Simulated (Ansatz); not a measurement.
Property card for InSb

Level of theory: Ansatz, DFT PBE, scalar-relativistic, plane waves, PAW.

Plane waves to 420 eV, a k mesh through Γ of 10×10×8 on the computed 4-atom cell and Gaussian smearing (0.10 eV); no spin polarisation.

The structure is relaxed at this level of theory with its symmetry kept. This form isn't the usual stable structure of the compound.

The structure is orthorhombic, space group Cmcm (No. 63). Conventional cell: a = 6.097 Å, b = 6.633 Å, c = 5.631 Å, α = 90.00°, β = 90.00°, γ = 90.00°. In (site symmetry m2m) has 6 Sb at 3.05 to 3.51 Å and 2 In at 3.37 Å as nearest neighbours. Sb (site symmetry m2m) has 6 In at 3.05 to 3.51 Å as nearest neighbours.

```json
{
 "Volume per atom": "28.47 Å³",
 "Formation energy from the elements' standard states (uncorrected)": "+0.009 eV/atom",
 "Kohn–Sham band gap": "none (metal)",
 "Density of states at the Fermi level": "1.68 states/eV per cell",
 "Löwdin character within 0.5 eV of the Fermi level": "Sb 5p 60 %, In 5p 21 %, In 5s 13 %",
 "Bader charges (e)": "In (2 in the cell) 0.34, Sb (2 in the cell) -0.34"
}
```

Spin-orbit coupling is left out, which matters for the bands of heavy elements.

Cost: 1 run of about 2.7 core-minutes, on Arm Neoverse V1 (shared hosts).